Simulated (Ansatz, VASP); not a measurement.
# Rh: VASP beside Ansatz

```xyz
3
Lattice="4.2815 0.0000 0.0000 -2.1407 3.7079 0.0000 0.0000 0.0000 2.6256" Properties=species:S:1:pos:R:3 pbc="T T T"
Rh    0.0000    0.0000    0.0000
Rh    0.0000    2.4719    1.3128
Rh    2.1407    1.2360    1.3128
```

Alike in both runs: task single point; functional PBEsol; k mesh 10 × 10 × 13; occupations fermi-dirac, width 0.1 eV; no spin polarisation.

```csv
,VASP,Ansatz
version,VASP 6.6.1,Ansatz 0.2.0
potentials or method,"VASP PAW PBE potentials, release 64 (Rh_pv)","plane waves (420 eV) with PAW, scalar-relativistic"
plane-wave cutoff (eV),520,420
valence electrons in the cell,45,51
```

VASP gave:

* pressure (GPa): -0.1
* largest component of the traceless stress (GPa): 0.73

Question: Which values does Ansatz return?

Answer: Pressure (GPa): -0.1; largest component of the traceless stress (GPa): 0.65.

The two sets of potentials don't hold the same shells in valence. Ansatz warned: «pseudo_functional_mismatch».

Caveats: the PAW data sets were made with another functional, which shifts forces and pressure a little (VASP).
